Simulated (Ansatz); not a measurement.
A relaxed cell of I is given with its symmetry left out. The cell was found from a structure generator's guess, not taken from experiment.

Method: DFT PBE, scalar-relativistic, plane waves, PAW (Ansatz 0.2.0). Cutoff 420 eV, Γ-centred mesh, Gaussian smearing, no spin polarisation.

```
I
1.0
     6.03245    0.00000    0.00000
     0.00000    6.03245    0.00000
     0.00000    0.00000   10.48143
I
6
Direct
  0.50000 0.50000 0.27523
  0.50000 0.50000 0.72477
  0.00000 0.50000 0.76555
  0.50000 0.00000 0.23445
  0.50000 0.00000 0.76555
  0.00000 0.50000 0.23445
```

Energies count from the standard state of I at the same level.

Question: What space group does it have?

Answer: P4/mmm (No. 123). Conventional cell: a = 6.032 Å, c = 10.481 Å. I on a site of symmetry 4mm has 4 I at 3.05 Å; I on a site of symmetry 2mm has 2 I at 3.05 Å.

Question: How far does it lie from the standard state of I?

Answer: +0.12 eV/atom. It lies above the standard state, so it could only be metastable.

Question: Is it a metal?

Answer: Yes, bands cross the Fermi level on the 6×6×4 mesh.

The last run used a 6×6×4 mesh (in the run's order of axes) for its 6-atom cell and Gaussian smearing of 0.10 eV. The end has Cmmm (No. 65) at a tolerance of 0.01 Å; the cell shown is made exact in the group found at 0.05 Å. Weakly bound directions are ill-defined at this level, which has no dispersion term. Spin–orbit coupling, which can matter for I, is left out. The cell is a metal run without spin; a magnetic state may lie lower. The reference form of I is held partly by dispersion forces, which this level lacks. Symmetry constrained the relaxation, so the result can be a saddle point.
